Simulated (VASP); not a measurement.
CuAu3 under changes of volume

One of the cells (15.316 Å³/atom); the others are scaled copies at fixed shape and fractional positions:

```xyz
4
Lattice="3.9422 0.0000 0.0000 0.0000 3.9422 0.0000 0.0000 0.0000 3.9422" Properties=species:S:1:pos:R:3 pbc="T T T"
Au    1.9711    1.9711    0.0000
Au    1.9711    0.0000    1.9711
Au    0.0000    1.9711    1.9711
Cu    0.0000    0.0000    0.0000
```

- Program: VASP 6.6.1
- Functional: LDA
- Potentials or basis: VASP PAW LDA potentials, release 64 (Au, Cu)
- Cutoff: 520 eV
- k mesh: 6 × 6 × 6
- Occupations: fermi-dirac, width 0.05 eV
- Spin: no spin polarisation

| volume (Å³/atom) | energy over the lowest point (meV/atom) | pressure (GPa) |
| --- | --- | --- |
| 14.703 | ? | ? |
| 15.009 | 3.90 | 4.0 |
| 15.316 | 0.00 | -0.1 |
| 15.622 | 3.49 | -3.7 |
| 15.928 | 13.40 | -6.8 |

Task: What does the run at 14.703 Å³/atom give?

Result: Energy over the lowest point 16.18 meV/atom; pressure 8.7 GPa.

Worked out: A Birch-Murnaghan fit of order 2 (a polynomial in V^(-2/3)) to the other rows has its minimum at 15.32 Å³/atom with B0 = V·E''(V) = 189 GPa. It gives 15.74 meV/atom at 14.703 Å³/atom, against the run's 16.18, and -dE/dV = 8.4 GPa, against 8.7.

Energies are extrapolated to zero smearing.
